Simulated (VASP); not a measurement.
Here is a VASP 6.6.1 calculation.

File INCAR:

```
SYSTEM = SiNi2
PREC = Accurate
ENCUT = 600
EDIFF = 1E-7
ISMEAR = -1
SIGMA = 0.05
LREAL = .False.
LASPH = .True.
NELM = 120
ALGO = Fast
ISIF = 3
LWAVE = .False.
LCHARG = .False.
ISPIN = 2
MAGMOM = 1 1 1 1 0 0
LORBIT = 11
LMAXMIX = 4
GGA = PE
IBRION = 2
NSW = 40
EDIFFG = -0.02
PSTRESS = 200
```

KPOINTS

```
regular mesh
0
Gamma
  6 6 5
  0 0 0
```

File POSCAR:

```
SiNi2
1.0
    3.8360000000      0.0000000000      0.0000000000
   -1.9180000000      3.3220734489      0.0000000000
    0.0000000000      0.0000000000      4.9480000000
Ni Si
4 2
Direct
    0.6666666667      0.3333333333      0.7500000000
    0.3333333333      0.6666666667      0.2500000000
    0.0000000000      0.0000000000      0.5000000000
    0.0000000000      0.0000000000      0.0000000000
    0.6666666667      0.3333333333      0.2500000000
    0.3333333333      0.6666666667      0.7500000000
```

Potentials or basis: VASP PAW PBE potentials, release 64 (Ni, Si).

Launch:

```bash
$ cat potpaw_PBE.64/Ni/POTCAR potpaw_PBE.64/Si/POTCAR > POTCAR
$ mpirun -np 1 vasp_std > vasp.out
```

(1) What does it give for the band gap on the k mesh?

(2) Predict the relaxed cell.

(3) Predict the relaxed volume.

## Answers

(1) none (metal or under the smearing width).

(2) a = 3.819 Å, b = 3.819 Å, c = 4.823 Å, α = 90.00°, β = 90.00°, γ = 120.00°.

(3) 10.15 Å³/atom.

Caveat: the cell is relaxed towards a set pressure, so the enthalpy falls and the energy may rise.
